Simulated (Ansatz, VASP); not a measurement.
One calculation of HfC, two programs

Contents of INCAR:

```
SYSTEM = HfC
PREC     = Accurate       ! precision mode
ENCUT    = 520            ! plane-wave cutoff, eV
EDIFF    = 1E-6           ! SCF threshold, eV
ISMEAR   = 0              ! smearing method
SIGMA    = 0.1            ! smearing width, eV
LREAL    = .False.        ! projectors in reciprocal space
LASPH    = .True.         ! aspherical terms in the spheres
NELM     = 100            ! most SCF steps
ALGO     = Fast           ! electronic algorithm
ISIF     = 2              ! what is computed and relaxed
LWAVE    = .False.        ! write WAVECAR
LCHARG   = .False.        ! write CHGCAR
GGA      = PS             ! functional
NBANDS   = 22             ! bands
```

KPOINTS

```
Automatic mesh
0
Gamma
  12 12 8
  0 0 0
```

Contents of POSCAR:

```
HfC
1.0
    3.4967381775      0.0000000000      0.0000000000
   -1.7483690887      3.0282640921      0.0000000000
    0.0000000000      0.0000000000      4.9739506654
Hf C
2 2
Direct
    0.6666666700      0.3333333300      0.7980518437
    0.3333333300      0.6666666700      0.2980518437
    0.0000000000      0.0000000000     -0.0480518437
    0.0000000000      0.0000000000      0.4519481563
```

Input for Ansatz:

```yaml
crystal:
  lattice:
    - [3.4967381775, 0.0, 0.0]
    - [-1.7483690887, 3.0282640921, 0.0]
    - [0.0, 0.0, 4.9739506654]
  atoms:
    - { symbol: Hf, position: [0.66666667, 0.33333333, 0.7980518437] }
    - { symbol: Hf, position: [0.33333333, 0.66666667, 0.2980518437] }
    - { symbol: C, position: [0.0, 0.0, -0.0480518437] }
    - { symbol: C, position: [0.0, 0.0, 0.4519481563] }
basis:
  ecutwfc: 420
kpoints:
  mp_grid: { grid: [12, 12, 8] }
hamiltonian:
  xc: pbesol
scf:
  occupations: { method: gaussian, width: 0.1 }
output:
  forces: true
  stress: true
  eigenvalues: true
  populations: true
```

Alike in both runs: task single point; functional PBEsol; k mesh 12 × 12 × 8; occupations gaussian, width 0.1 eV; no spin polarisation.

|  | VASP | Ansatz |
| --- | --- | --- |
| version | VASP 6.6.1 | Ansatz 0.2.0 |
| potentials or method | VASP PAW PBE potentials, release 64 (Hf_pv, C) | scalar-relativistic, plane waves, PAW |
| plane-wave cutoff (eV) | 520 | 420 |
| valence electrons in the cell | 28 | 60 |

```csv
,VASP,Ansatz,Ansatz less VASP
gap on the k mesh at the Fermi level (eV),none,none,-
pressure (GPa),-3.3,-3.0,+0.24
largest component of the traceless stress (GPa),11.41,11.53,+0.118
rms of the force components (eV/Å),1.689,1.671,-0.0181
```

Atom by atom the forces differ by 0.018 eV/Å (rms over components). A gap of «none» marks a metal or a gap that the smearing closes. The functional is the same, so the differences come from potentials, cutoffs and numerics. The two sets of potentials don't hold the same shells in valence.

Caveats: the PAW data sets were made with another functional, which shifts forces and pressure a little (VASP). Spin-orbit coupling is left out, which matters for the levels of Hf.
